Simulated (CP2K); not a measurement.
Crystal: MgTe.

```
Te Mg
1.0
     4.57074    0.00000    0.00000
     2.28537    3.95837    0.00000
     2.28537    1.31946    3.73199
Te Mg
1 1
Cartesian
  2.2854 1.3195 0.9330
  0.0000 0.0000 0.0000
```

The cell comes from a database or a generator and needn't be the stable form of this composition.

Base run:

* Program: CP2K 2026.2
* Functional: PBEsol
* Potentials or basis: POTENTIAL_UZH Te GTH-PBE-q6, Mg GTH-PBE-q10; TZVP-MOLOPT-PBE-GTH basis
* Density cutoff: 19048 eV
* k mesh: 7 × 7 × 7
* Occupations: fermi-dirac, width 0.05 eV
* Spin: no spin polarisation

Its results: band gap on the k mesh 2.10 eV, direct; pressure 0.9 GPa.

Problem. The run is repeated on the same cell with these changes: functional from PBEsol to TASK. What comes out?

Solution. Band gap on the k mesh 4.23 eV, direct; pressure 4.9 GPa.

TASK gives the wider gap, since meta-GGAs in the generalised Kohn-Sham scheme recover part of the derivative discontinuity.

Caveats: the potentials were made for another functional, which shifts forces and pressure; spin-orbit coupling is left out, which moves the levels of the heavy elements; the basis of atomic orbitals isn't converged, which shifts pressures, moduli and gaps.

